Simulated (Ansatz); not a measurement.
# Bi under changes of volume

One of the cells (33.614 Å³/atom); the others are scaled copies at fixed shape and fractional positions:

```xyz
2
Lattice="3.2384 0.0000 0.0000 0.0000 3.2216 0.0000 -0.0805 0.0000 6.4439" Properties=species:S:1:pos:R:3 pbc="T T T"
Bi    1.7022    0.0000    4.8302
Bi    1.4558    0.0000    1.6137
```

This isn't the form of Bi at room conditions, which is rhombohedral.

```yaml
Program: Ansatz 0.2.0
Functional: HSE06
Potentials_or_basis: Ansatz PAW
Cutoff: "420 eV (not typed: the program's choice for these potentials)"
k_mesh: 6 × 6 × 4
Occupations: fermi-dirac, width 0.05 eV
Spin: no spin polarisation
```

| volume (Å³/atom) | energy over the lowest point (meV/atom) | pressure (GPa) | largest force (eV/Å) |
| --- | --- | --- | --- |
| 31.597 | 31.15 | 4.6 | 0.048 |
| 32.270 | 15.06 | 3.1 | 0.040 |
| 32.942 | 4.91 | 1.7 | 0.032 |
| 33.614 | 0.07 | 0.5 | 0.024 |
| 34.286 | 0.00 | -0.5 | 0.017 |
| 34.959 | ? | ? | ? |
| 35.631 | 12.20 | -2.3 | 0.004 |

Problem. What does the run at 34.959 Å³/atom give?

Solution. Energy over the lowest point 4.19 meV/atom; pressure -1.5 GPa; largest force 0.010 eV/Å.

Worked out: A Birch-Murnaghan fit of order 3 (a polynomial in V^(-2/3)) to the other rows has its minimum at 33.96 Å³/atom with B0 = V·E''(V) = 54 GPa and B' = 4.5 at fixed shape and positions, which overstates the stiffness. It gives 4.19 meV/atom at 34.959 Å³/atom, against the run's 4.19, and -dE/dV = -1.5 GPa, against -1.5.

Energies are extrapolated to zero smearing.

Caveats: the PAW data sets come from PBE, with cores solved anew for the run's functional, which leaves a small shift of forces and pressure; the thresholds are loose for stress.
